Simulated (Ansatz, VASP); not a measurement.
## One calculation of P, two programs

File INCAR:

```
ALGO = Normal
EDIFF = 1E-6
ENCUT = 520
GGA = PS
ISIF = 2
ISMEAR = 0
LASPH = True
LCHARG = False
LREAL = False
LWAVE = False
NBANDS = 8
NELM = 60
PREC = Accurate
SIGMA = 0.15
```

The input KPOINTS:

```
k-points
0
Gamma
  12 12 12
```

File POSCAR:

```
P
1.0
    4.3933312230      0.0000000000      0.0000000000
    0.0000000000      4.3933312230      0.0000000000
    0.0000000000      0.0000000000      4.1412772709
P
1
Direct
    0.0000000000      0.0000000000      0.0000000000
```

Input for Ansatz:

```yaml
crystal:
  lattice:
    - [4.393331223, 0.0, 0.0]
    - [0.0, 4.393331223, 0.0]
    - [0.0, 0.0, 4.1412772709]
  atoms:
    - { symbol: P, position: [0.0, 0.0, 0.0] }
basis:
  ecutwfc: 420
kpoints:
  mp_grid: { grid: [12, 12, 12] }
hamiltonian:
  xc: pbesol
scf:
  occupations: { method: gaussian, width: 0.15 }
output:
  forces: true
  stress: true
  eigenvalues: true
```

Alike in both runs: task single point; functional PBEsol; k mesh 12 × 12 × 12; occupations gaussian, width 0.15 eV; no spin polarisation.

|  | VASP | Ansatz |
| --- | --- | --- |
| version | VASP 6.6.1 | Ansatz 0.2.0 |
| potentials or method | VASP PAW PBE potentials, release 64 (P) | scalar-relativistic, plane waves, PAW |
| plane-wave cutoff (eV) | 520 | 420 |
| valence electrons in the cell | 5 | 5 |

```tsv
	VASP	Ansatz	Ansatz less VASP
gap on the k mesh at the Fermi level (eV)	none	none	-
pressure (GPa)	-3.9	-3.8	+0.01
largest component of the traceless stress (GPa)	0.68	0.68	0.000
```

A gap of «none» marks a metal or a gap that the smearing closes. With one functional, cell and mesh, what is left measures potentials, basis and numerics.

Caveats: the PAW data sets were made with another functional, which shifts forces and pressure a little (VASP).
